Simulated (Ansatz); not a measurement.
# BaS: the cost of one run

Computed with Ansatz 0.2.0 (DFT r2SCAN, scalar-relativistic, plane waves, PAW).

2 further runs of the same task are left out: 1 that didn't finish, 1 set aside as unsound or not needed.

## (1) The system as given

Symmetry: Fm-3m, No. 225, cubic system. Conventional cell: a = 6.388 Å, b = 6.388 Å, c = 6.388 Å, α = 90.00°, β = 90.00°, γ = 90.00°. Around Ba (site symmetry m-3m) lie 6 S at 3.19 Å. Around S (site symmetry m-3m) lie 6 Ba at 3.19 Å.

Coordinates:

```cif
data_structure
_symmetry_space_group_name_H-M 'Fm-3m'
_symmetry_Int_Tables_number 225
_cell_length_a 6.3875
_cell_length_b 6.3875
_cell_length_c 6.3875
_cell_angle_alpha 90.000
_cell_angle_beta 90.000
_cell_angle_gamma 90.000
_cell_volume 260.61
loop_
_atom_site_label
_atom_site_type_symbol
_atom_site_symmetry_multiplicity
_atom_site_Wyckoff_symbol
_atom_site_fract_x
_atom_site_fract_y
_atom_site_fract_z
_atom_site_occupancy
Ba1 Ba 4 a 0.00000 0.00000 0.00000 1
S1 S 4 b 0.50000 0.00000 0.00000 1
```

The structure comes from the Crystallography Open Database.

## (2) Functional and cell changed: r2SCAN

Against the listed cell: strain xx, yy, zz, yz, xz, xy = +3.8, +3.8, +3.8, +0.0, +0.0, +0.0 %.

The input, input.yaml:

```yaml
crystal:
  lattice:
    - [0.0, 3.31370725, 3.31370725]
    - [3.31370725, 0.0, 3.31370725]
    - [3.31370725, 3.31370725, 0.0]
  atoms:
    - { symbol: Ba, position: [0.0, 0.0, 0.0] }
    - { symbol: S, position: [0.5, 0.5, 0.5] }
basis:
  ecutwfc: 500
kpoints:
  mp_grid: { grid: [8, 8, 8] }
hamiltonian:
  xc: r2scan
scf:
  occupations: { method: gaussian, width: 0.02 }
output:
  forces: true
  stress: true
  eigenvalues: true
  populations: true
```

On the command line:

```bash
> ansatz run input.yaml --threads 1 --pin off --max-ram 1331MiB --backend cpu --events-out ev --progress --plain --runs-dir out
```

Q: Estimate wall time and peak memory on 1 thread of an x86-64 CPU, shared host.

About 13 s, with a peak of 0.55 GiB.
